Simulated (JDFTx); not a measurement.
## TiC under changes of volume

One of the cells (10.158 Å³/atom); the others are scaled copies at fixed shape and fractional positions:

```
CELL_PARAMETERS angstrom
0.00000 2.16572 2.16572
2.16572 0.00000 2.16572
2.16572 2.16572 0.00000
ATOMIC_POSITIONS crystal
Ti 0.00000 0.00000 0.00000
C 0.50000 0.50000 0.50000
```

The cell is a database's computed one.

```yaml
Program: JDFTx 1.7.0 (patched build)
Functional: PBEsol
Potentials_or_basis: PseudoDojo-SR-PBEsol-0.4.1-standard with smoothed tails
Cutoff: 1143 eV
Density_cutoff: 9143 eV
k_mesh: 11 × 11 × 11
Occupations: fermi-dirac, width 0.05 eV
Spin: no spin polarisation
```

| volume (Å³/atom) | energy over the lowest point (meV/atom) | pressure (GPa) |
| --- | --- | --- |
| 9.548 | 11.04 | 10.4 |
| 9.752 | ? | ? |
| 9.955 | 0.00 | -1.5 |
| 10.158 | 5.05 | -6.6 |
| 10.361 | 16.23 | -11.1 |
| 10.564 | 32.94 | -15.3 |
| 10.767 | 54.65 | -19.0 |

Problem. What does the run at 9.752 Å³/atom give?

Solution. Energy over the lowest point 1.75 meV/atom; pressure 4.2 GPa.

Worked out: A Birch-Murnaghan fit of order 3 (a polynomial in V^(-2/3)) to the other rows has its minimum at 9.90 Å³/atom with B0 = V·E''(V) = 268 GPa and B' = 4.0. It gives 1.73 meV/atom at 9.752 Å³/atom, against the run's 1.75, and -dE/dV = 4.2 GPa, against 4.2.

Energies are extrapolated to zero smearing.
